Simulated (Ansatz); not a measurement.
Runs of Ansatz 0.2.0 on Au. The structure is cubic, space group Fm-3m (No. 225). The conventional cell has a = 4.070 Å, b = 4.070 Å, c = 4.070 Å, α = 90.00°, β = 90.00°, γ = 90.00°. Around Au (site symmetry m-3m) lie 12 Au at 2.88 Å. 

```tsv
task	level	cell	k mesh	cutoff (eV)	points for each segment of the path	mesh quality	gap on the mesh (eV)	pressure (GPa)	relaxed volume (Å³/atom)
band structure	BLYP	as given	6 × 6 × 6	420	14	coarse	none	23.8	-
band structure	RPBE	as given	6 × 6 × 6	420	14	coarse	none	(b)	-
band structure	r2SCAN	as given	6 × 6 × 6	500	14	coarse	none	8.2	-
band structure	LDA	as given	6 × 6 × 6	420	14	coarse	none	(c)	-
band structure	PBEsol	as given	6 × 6 × 6	420	14	coarse	none	(a)	-
relaxation of cell and atoms	PBEsol+D3(BJ)-ATM	relaxed	11 × 11 × 11	420	-	not flagged	none	0.0	16.60
relaxation of cell and atoms	PBEsol+D4	relaxed	11 × 11 × 11	420	-	not flagged	none	0.0	16.69
band structure	PBE	as given	6 × 6 × 6	420	14	coarse	none	12.2	-
relaxation of cell and atoms	PBEsol+D3(BJ)	relaxed	11 × 11 × 11	420	-	not flagged	none	0.0	16.45
band structure	revPBE	as given	6 × 6 × 6	420	14	coarse	none	15.1	-
relaxation of cell and atoms	PBEsol	relaxed	11 × 11 × 11	420	-	not flagged	none	0.0	(d)
```

Alike in all rows: potentials or basis Ansatz PAW; no spin polarisation; smearing fermi-dirac 0.05 eV.

Q: Estimate the missing entries.

A: (a) 3.1; (b) 16.3; (c) -1.7; (d) 17.01.

Caveats: some runs use coarse meshes; the PAW data sets come from PBE, with cores solved anew for the run's functional, which leaves a small shift of forces and pressure (some runs); spin-orbit coupling is left out, which moves the levels of the heavy elements (some runs); the plane-wave basis is chosen anew once the cell has moved, so the energies of steps on either side of that aren't comparable (some runs); pairwise dispersion overbinds metals, which lowers pressure and volume (some runs).

A k mesh can miss the band edges, and the runs leave out spin-orbit coupling on Au.

A gap of «none» marks a metal or a gap under the smearing width.
